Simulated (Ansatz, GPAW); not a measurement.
One calculation of TiC, 3 ways

```
Ti C
1.0
     0.00000    2.16572    2.16572
     2.16572    0.00000    2.16572
     2.16572    2.16572    0.00000
Ti C
1 1
Direct
  0.00000 0.00000 0.00000
  0.50000 0.50000 0.50000
```

The cell is a database's computed one, not the measured one.

Alike in all runs: task band structure; functional BLYP; k mesh 11 × 11 × 11; occupations fermi-dirac, width 0.05 eV; no spin polarisation; no spin-orbit coupling. Pressure is positive in compression and, in plane waves, holds the error of the finite cutoff, which Ansatz's Pulay term estimates and takes out.

| program and potentials | plane-wave cutoff (eV) | notes | pressure (GPa) |
| --- | --- | --- | --- |
| Ansatz, Ansatz PAW | 420 | potentials made for PBE, which Ansatz adapts in part; Pulay term of +0.33 GPa included | 8.29 |
| GPAW, PAW data sets generated for this functional | 800 | - | 8.71 |
| Ansatz, all-electron LAPW, scalar-relativistic | - | - | 8.43 |

The pressure spans 8.29 (Ansatz, Ansatz PAW) to 8.71 GPa (GPAW, PAW data sets generated for this functional), with all-electron results at 8.43. Some sets were made for another functional than the one run, which can shift their rows.

Differences between rows come from potentials, basis sets and numerical settings, since the functional is the same but for its coding. Runs on potential files found faulty are left out.

All three calculations put TiC under clear compression at this cell, from 8.29 to 8.71 GPa, so BLYP would prefer a larger lattice. The sign is the same with and without pseudized cores, and the spread is small beside the pressure itself, which points to the functional rather than the potentials. BLYP typically underbinds extended solids: its gradient-corrected exchange favours inhomogeneous, expanded densities, and its correlation part does not recover the uniform electron gas, a limit that matters for a metallic carbide. The strong Ti 3d–C 2p covalent bonds make the rock-salt lattice very stiff, so even a modest mismatch in lattice constant produces a pressure of this size.

The adapted PBE potentials land closer to the all-electron value than the data sets generated for BLYP, probably through partial cancellation of errors, so this agreement is no general argument for mixing functionals. A single pressure fixes the direction of the relaxation, but not the equilibrium lattice constant or the bulk modulus.
